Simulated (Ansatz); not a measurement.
The following input was run with Ansatz 0.2.0.

```yaml
crystal:
  lattice:
    - [2.9384580613, 0.0, 0.0]
    - [-1.4692290307, 2.5447793291, 0.0]
    - [0.0, 0.0, 28.9519020424]
  atoms:
    - { symbol: Ti, position: [0.6666666667, 0.3333333333, 0.2590503377] }
    - { symbol: Ti, position: [0.3333333333, 0.6666666667, 0.3393668918] }
    - { symbol: Ti, position: [0.6666666667, 0.3333333333, 0.4196834459] }
    - { symbol: Ti, position: [0.3333333333, 0.6666666667, 0.5] }
    - { symbol: Ti, position: [0.6666666667, 0.3333333333, 0.5803165541] }
    - { symbol: Ti, position: [0.3333333333, 0.6666666667, 0.6606331082] }
    - { symbol: Ti, position: [0.6666666667, 0.3333333333, 0.7409496623] }
basis:
  ecutwfc: 420
kpoints:
  mp_grid: { grid: [12, 12, 1] }
hamiltonian:
  xc: pbe
scf:
  occupations: { method: gaussian, width: 0.1 }
output:
  forces: true
  stress: true
  eigenvalues: true
  write_density: true
  write_potential: true
  elf: true
  volumetric_format: npy
efield:
  axis: 3
  dipole_correction: true
  ramp_width: 0.04
```

Command:
```bash
ansatz run input.yaml --threads 1 --pin off --max-ram 2560MiB --backend cpu --events-out ev --progress --plain --runs-dir out
```

Method: Ansatz 0.2.0, DFT PBE, scalar-relativistic, plane waves, PAW.

From the run's log, abridged (iterations and final results):

```
SCF iter   1: F=—  HF=-17495.789165 eV  |F-HF|=—  |Δ(HF+E_count)|=         —  Δρ=1.12e-2  dr2=5.94e0  ethr=1.77e-3  p=0.000 e·Å  D=1.29e-13 V/Å  ΔV_dip= 0.00 eV  dr2_dipole=3.74e-7  V_vac-E_F(+/−)=4.16/4.16 eV  ⟨swp⟩=9.5  Hψ=4458  notcnv=0
efield: sawtooth ramp at fractional position 0.9800 (placed from the atoms, in the widest stretch of the axis that holds none; the zero of the levels goes with the place), width 0.0400; the density the first Hamiltonian is built on has a dipole p = 0.000 e·Å; the dipole correction subtracts the counter field D = 1.29e-13 V/Å, which shifts the + side's vacuum level by  0.00 eV against the − side's; the planar-averaged density in the ramp window peaks in size at 1.3e-4 e/Å³
SCF iter   2: F=—  HF=-17495.742287 eV  |F-HF|=—  |Δ(HF+E_count)|=   4.69e-2  Δρ=2.64e-3  dr2=2.12e-2  ethr=1.77e-3  p=0.000 e·Å  D=1.06e-5 V/Å  ΔV_dip= 0.00 eV  dr2_dipole=1.19e-6  V_vac-E_F(+/−)=4.40/4.40 eV  ⟨swp⟩=1.2  Hψ=1125  notcnv=0  defer=2
SCF iter   3: F=—  HF=-17495.742225 eV  |F-HF|=—  |Δ(HF+E_count)|=   6.23e-5  Δρ=1.30e-3  dr2=1.57e-2  ethr=2.53e-5  p=0.000 e·Å  D=9.68e-7 V/Å  ΔV_dip= 0.00 eV  dr2_dipole=4.81e-8  V_vac-E_F(+/−)=4.43/4.43 eV  ⟨swp⟩=2.9  Hψ=1894  notcnv=0  defer=10
SCF iter   4: F=—  HF=-17495.741723 eV  |F-HF|=—  |Δ(HF+E_count)|=   5.01e-4  Δρ=3.92e-4  dr2=1.80e-3  ethr=1.87e-5  p=0.000 e·Å  D=3.33e-7 V/Å  ΔV_dip= 0.00 eV  dr2_dipole=1.63e-8  V_vac-E_F(+/−)=4.45/4.45 eV  ⟨swp⟩=1.3  Hψ=965  notcnv=0  defer=10
SCF iter   5: F=—  HF=-17495.741769 eV  |F-HF|=—  |Δ(HF+E_count)|=   4.54e-5  Δρ=1.74e-4  dr2=2.74e-4  ethr=2.15e-6  p= 0.000 e·Å  D=-5.61e-7 V/Å  ΔV_dip=0.00 eV  dr2_dipole=5.51e-10  V_vac-E_F(+/−)=4.47/4.47 eV  ⟨swp⟩=1.8  Hψ=1128  notcnv=0  defer=10
SCF iter   6: F=—  HF=-17495.741779 eV  |F-HF|=—  |Δ(HF+E_count)|=   1.06e-5  Δρ=5.72e-5  dr2=2.66e-5  ethr=3.26e-7  p= 0.000 e·Å  D=-2.17e-7 V/Å  ΔV_dip=0.00 eV  dr2_dipole=6.71e-10  V_vac-E_F(+/−)=4.48/4.48 eV  ⟨swp⟩=1.9  Hψ=1122  notcnv=0  defer=10
SCF iter   7: F=—  HF=-17495.741727 eV  |F-HF|=—  |Δ(HF+E_count)|=   5.25e-5  Δρ=1.83e-5  dr2=1.03e-6  ethr=3.17e-8  p= 0.000 e·Å  D=-1.89e-7 V/Å  ΔV_dip=0.00 eV  dr2_dipole=2.77e-10  V_vac-E_F(+/−)=4.48/4.48 eV  ⟨swp⟩=2.0  Hψ=1171  notcnv=0  defer=5
SCF iter   8: F=-17495.741727 eV  HF=-17495.741727 eV  |F-HF|=4.32e-8  |Δ(HF+E_count)|=   5.01e-7  Δρ=5.90e-6  dr2=7.97e-8  ethr=1.19e-10  p= 0.000 e·Å  D=-9.51e-8 V/Å  ΔV_dip=0.00 eV  dr2_dipole=1.06e-12  V_vac-E_F(+/−)=4.48/4.48 eV  ⟨swp⟩=18.6  Hψ=7953  notcnv=0
SCF 1 converged in 8 iterations: F = -17495.741727 eV  dr2 = 7.97e-8
  Residual-converged pass: ⟨swp⟩=1.0  Hψ=1045  notcnv=0  max |occ|·‖R‖ = 7.1e-9 eV (tolerance 1.0e-8 eV) dr2=7.97e-8  dr2_onsite=4.03e-9  max |Δocc| = 5.2e-11
WARN: The output density's exchange-correlation potential varies sharply where the density is thin. Do not read a vacuum level from v_tot or v_xc, or from such a field of the output density. On a cell that repeats whose density bears no net charge and no dipole along the vacuum's axis use v_es (v_loc + v_h of the components); under efield.dipole_correction with no amplitude use v_es + v_field, which holds any external_charges[].barrier, or the levels of the report's work_function block, which leave it out; under a non-zero efield.amplitude the vacuum is tilted and has no level; on a cell that repeats and bears such a dipole with no correction it is tilted too, and efield.dipole_correction wi ...
SCF converged after 8 iterations
Free energy (F): -17495.741727 eV
Harris-Foulkes:  -17495.741727 eV  (|F-HF|=4.32e-8)
Internal energy: -17495.682652 eV  (E = F + TS)
E sigma→0 (E₀):  -17495.712190 eV
Entropy (-TS):   -0.059075 eV (-8.439 meV/atom)
Fermi energy:    5.677635 eV
Dipole field:    D = -0.000001 V/Å  (p = -0.000002 e·Å, saw-weighted, corrected)
Work function:   Φ+ = 4.4796 eV   Φ− = 4.4796 eV
Levels:          The Fermi level and band energies are counted from a zero that moves with the ramp; work functions are not
--- Per-component energies (eV) ---
  E_band       = -1748.372278
  E_kinetic    = 1902.435316
  E_local      = -86080.606127  (includes V_loc(G=0)·N_el)
  E_nonlocal   = 58.308300
  E_hartree    = 42208.856672
  E_xc         = -679.308552
  E_vxc        = -849.534069  (∫ρ·V_xc dr)
  E_paw        = -7333.362586  (= ΣΔE_a)
  E_vpaw       = -1196.654439  (= ΣTr[D̂ρ^β])
  E_aug_tail   = 0.000817  (compensation charges beyond the density's cutoff)
  E_efield     = 0.000000  (sawtooth field / dipole correction)
  E_vefield    = 0.000000  (∫n·V_field dr)
  E_ewald      = 32427.993507
  E_smearing   = -0.059075  (= −TS)
--- Forces (eV/Å), atoms counted from 1 ---
  atom   1  Ti     0.00000000     0.00000000     0.53504473
  atom   2  Ti     0.00000000     0.00000000    -0.63476776
  atom   3  Ti     0.00000000     0.00000000     0.09367199
  atom   4  Ti     0.00000000     0.00000000    -0.00000124
  atom   5  Ti     0.00000000     0.00000000    -0.09367053
  atom   6  Ti     0.00000000     0.00000000     0.63476749
  atom   7  Ti     0.00000000     0.00000000    -0.53504426
--- Stress (GPa, compression-positive) ---
       -1.200558       0.000000       0.000000
        0.000000      -1.200558       0.000000
        0.000000       0.000000      -1.477153
  P = ⅓ Tr σ = -1.2928 GPa (-12.928 kbar)
--- Band table (eV; the first three rows and the last of 19) ---
  k-point 0: bands = ["-51.2446", "-51.2446", "-51.1322", "-51.0773", "-51.0516", "-51.0047", "-50.9950", "-27.7316", "-27.6951", "-27.6245", "-27.4602", "-27.3001", "-27.2082", "-27.2082", "-27.2081", "-27.2081", "-27.1311", "-27.0986", "-27.0986", "-27.0555", "-27.0555", "-27.0535", "-27.0387", "-27.0387", "-27.0031", "-27.0031", "-26.9959", "-26.9959", "-0.3575", "0.0735", "0.6827", "1.4193", "2.1447", "2.7019", "2.9480", "5.5426", "5.5960", "5.7975", "5.9455", "6.1131", "6.2951", "6.3159", "6.3159", "6.3379", "6.3379", "6.3658", "6.4226", "6.4226", "6.4381", "6.4381", "6.5099"]
  k-point 1: bands = ["-51.2395", "-51.2395", "-51.1259", "-51.0717", "-51.0471", "-51.0010", "-50.9919", "-27.7185", "-27.6859", "-27.6188", "-27.4609", "-27.3114", "-27.2421", "-27.2350", "-27.2158", "-27.2158", "-27.1437", "-27.1262", "-27.1081", "-27.0847", "-27.0640", "-27.0601", "-27.0564", "-27.0458", "-27.0248", "-27.0242", "-27.0086", "-27.0006", "-0.1654", "0.2601", "0.8623", "1.5927", "2.3158", "2.8702", "3.1065", "5.4638", "5.5370", "5.6439", "5.8097", "5.9803", "6.0254", "6.1329", "6.1752", "6.2308", "6.2994", "6.4195", "6.4221", "6.4429", "6.5071", "6.5362", "6.5634"]
  k-point 2: bands = ["-51.2256", "-51.2256", "-51.1084", "-51.0562", "-51.0345", "-50.9914", "-50.9837", "-27.6822", "-27.6610", "-27.6043", "-27.4691", "-27.3630", "-27.3283", "-27.2955", "-27.2366", "-27.2366", "-27.2106", "-27.1899", "-27.1564", "-27.1337", "-27.1098", "-27.1006", "-27.0870", "-27.0755", "-27.0649", "-27.0569", "-27.0240", "-27.0139", "0.3848", "0.7903", "1.3655", "2.0688", "2.7770", "3.3201", "3.5214", "5.1303", "5.1472", "5.4164", "5.4570", "5.5940", "5.6933", "5.8363", "5.9025", "6.0040", "6.1585", "6.4006", "6.4210", "6.6222", "6.6662", "6.6769", "6.6965"]
  k-point 18: bands = ["-51.1589", "-51.1589", "-51.0165", "-50.9728", "-50.9728", "-50.9533", "-50.9533", "-27.5751", "-27.5723", "-27.5666", "-27.5655", "-27.5407", "-27.5402", "-27.5095", "-27.5049", "-27.4662", "-27.4054", "-27.3982", "-27.3845", "-27.3497", "-27.3225", "-27.2846", "-27.2685", "-27.2599", "-27.1969", "-27.1630", "-27.1412", "-27.1309", "4.0517", "4.2113", "4.3275", "4.3397", "4.3575", "4.3984", "4.4380", "4.4424", "4.4479", "4.4899", "4.5457", "4.9627", "4.9905", "5.4722", "5.5824", "5.6119", "5.7725", "5.7758", "5.7766", "5.8172", "5.9533", "5.9753", "7.1673"]
```

The run converged.

Time: 18 s on 1 thread of Intel(R) Xeon(R) Platinum 8488C (Sapphire Rapids), on a shared host, peak memory 0.52 GiB.